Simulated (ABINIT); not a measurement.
Wanted: the native input for an ABINIT 10.8.3 (patched build) run.

- Task: band structure
- Functional: BP86
- Potentials or basis: JTH PAW PBE v2.0
- Cutoff: 463 eV
- k mesh: 8 × 8 × 5
- Occupations: fermi-dirac, width 0.05 eV
- Spin: no spin polarisation
- Fine-grid cutoff: 925.187 eV
- Exchange and correlation inside the PAW spheres: full angular mesh (pawxcdev 0, this build's default; the released program takes 1)

ZrSe2:

```
Zr Se
1.0
     3.79800    0.00000    0.00000
    -1.89900    3.28916    0.00000
     0.00000    0.00000    6.19200
Zr Se
1 2
Direct
  0.00000 0.00000 0.00000
  0.66667 0.33333 0.75000
  0.33333 0.66667 0.25000
```

The input as run:

run.abi

```
ndtset 2

pp_dirpath "./"
pseudos "Zr.GGA_PBE-JTH.xml, Se.GGA_PBE-JTH.xml"

acell 7.1771798213 7.1771798214 11.7011841637
rprim
     1.0000000000     0.0000000000     0.0000000000
    -0.5000000000     0.8660254038     0.0000000000
     0.0000000000     0.0000000000     1.0000000000
ntypat 2
znucl 40 34
natom 3
typat 1 2 2
xred
     0.0000000000     0.0000000000     0.0000000000
     0.6666666667     0.3333333333     0.7500000000
     0.3333333333     0.6666666667     0.2500000000

ecut 17.0
pawecutdg 34.0

ixc -106132

occopt 3
tsmear 0.05 eV

nstep 100

iomode 3
prtwf 0
prteig 0
prtebands 0
prtden1 1

kptopt1 1
ngkpt1 8 8 5
nshiftk1 1
shiftk1 0.0 0.0 0.0
nband1 16
tolvrs1 1.0e-9

iscf2 -2
getden2 1
nband2 22
nbdbuf2 4
tolwfr2 1.0e-11
kptopt2 -7
ndivsm2 6
prteig2 1
kptbounds2
     0.0000000000     0.0000000000     0.0000000000
     0.5000000000     0.0000000000     0.0000000000
     0.3333333333     0.3333333333     0.0000000000
     0.0000000000     0.0000000000     0.0000000000
     0.0000000000     0.0000000000     0.5000000000
     0.5000000000     0.0000000000     0.5000000000
     0.3333333333     0.3333333333     0.5000000000
     0.0000000000     0.0000000000     0.5000000000
```

Potentials or basis: JTH PAW PBE v2.0.

Launch:

```sh
$ abinit run.abi > log 2>&1
```

Results of the run:

```
Pressure                                              : 2.2 GPa
Largest force                                         : 0.275 eV/Å
Band gap on the k mesh                                : 0.42 eV, indirect (least direct gap 1.05 eV)
Band gap along the path                               : 0.38 eV, indirect (least direct gap 1.05 eV)
Valence electrons inside the program's atomic spheres : Zr 8.94; Se 4.02
```

Caveat: the PAW data sets were made with another functional, which shifts forces and pressure a little.

It took 86 s on 1 thread of Arm Neoverse V1, on a shared host, peak memory 0.14 GiB.
